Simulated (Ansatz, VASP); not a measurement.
# Zn in VASP and in Ansatz

Contents of INCAR:

```
SYSTEM = Zn
  ALGO = Normal
  EDIFF = 1E-6
  ENCUT = 520
  GGA = PE
  ISIF = 2
  ISMEAR = -1
  LASPH = .True.
  LCHARG = .False.
  LREAL = .False.
  LWAVE = .False.
  NBANDS = 19
  NELM = 80
  PREC = Accurate
  SIGMA = 0.05
```

The input KPOINTS:

```
k-points
0
Gamma
  11 11 11
  0 0 0
```

POSCAR

```
Zn
1.0
    0.0000000000      2.8844536383      2.8844536383
    2.8844536383      0.0000000000      2.8844536383
    2.8844536383      2.8844536383      0.0000000000
Zn
2
Direct
    0.0000000000      0.0000000000      0.0000000000
    0.2500000000      0.2500000000      0.2500000000
```

Input for Ansatz:

```yaml
crystal:
  lattice:
    - [0.0, 2.8844536383, 2.8844536383]
    - [2.8844536383, 0.0, 2.8844536383]
    - [2.8844536383, 2.8844536383, 0.0]
  atoms:
    - { symbol: Zn, position: [0.0, 0.0, 0.0] }
    - { symbol: Zn, position: [0.25, 0.25, 0.25] }
kpoints:
  mp_grid: { grid: [11, 11, 11] }
scf:
  occupations: { method: fermi_dirac, width: 0.05 }
hamiltonian:
  xc: pbe
  pseudopotentials: { kind: all_electron, lapw: { basis_error: 0.00025 } }
output:
  forces: true
  stress: true
  eigenvalues: true
```

Change from the starting cell: volume scaled by 0.975.

Alike in both runs: task single point; functional PBE; k mesh 11 × 11 × 11; occupations fermi-dirac, width 0.05 eV; no spin polarisation.

```csv
,VASP,Ansatz
version,VASP 6.6.1,Ansatz 0.2.0
potentials or method,"VASP PAW PBE potentials, release 64 (Zn)","all-electron LAPW, scalar-relativistic"
plane-wave cutoff (eV),520,see its input
```

```tsv
	VASP	Ansatz	Ansatz less VASP
pressure (GPa)	0.9	0.7	-0.14
```

Ansatz ran all-electron here, so the differences hold the error of VASP's frozen core and of both bases.
